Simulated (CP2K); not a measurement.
Os under changes of volume

One of the cells (14.716 Å³/atom); the others are scaled copies at fixed shape and fractional positions:

```
Os
1.0
     2.75065    0.00000    0.00000
     1.37532    2.38213    0.00000
     1.37532    0.79404    2.24589
Os
1
Direct
  0.00000 0.00000 0.00000
```

This isn't the form of Os at room conditions, which is hcp.

- Program: CP2K 2026.2
- Functional: PBE
- Potentials or basis: POTENTIAL_UZH Os GTH-PBE-q16; TZVP-MOLOPT-PBE-GTH basis
- Density cutoff: 6123 eV
- k mesh: 12 × 12 × 12
- Occupations: fermi-dirac, width 0.05 eV
- Spin: no spin polarisation

```tsv
volume (Å³/atom)	energy over the lowest point (meV/atom)	pressure (GPa)
13.833	14.87	12.8
14.127	0.00	3.7
14.422	0.91	-4.4
14.716	15.82	-11.6
15.010	43.16	-18.0
15.305	?	?
15.599	129.58	-28.6
```

Problem. What does the run at 15.305 Å³/atom give?

Solution. Energy over the lowest point 81.50 meV/atom; pressure -23.6 GPa.

Worked out: A Birch-Murnaghan fit of order 3 (a polynomial in V^(-2/3)) to the other rows has its minimum at 14.26 Å³/atom with B0 = V·E''(V) = 395 GPa and B' = 4.9. It gives 81.57 meV/atom at 15.305 Å³/atom, against the run's 81.50, and -dE/dV = -23.6 GPa, against -23.6.

Energies are extrapolated to zero smearing.

Caveats: the basis of atomic orbitals isn't converged, which shifts pressures, moduli and gaps.
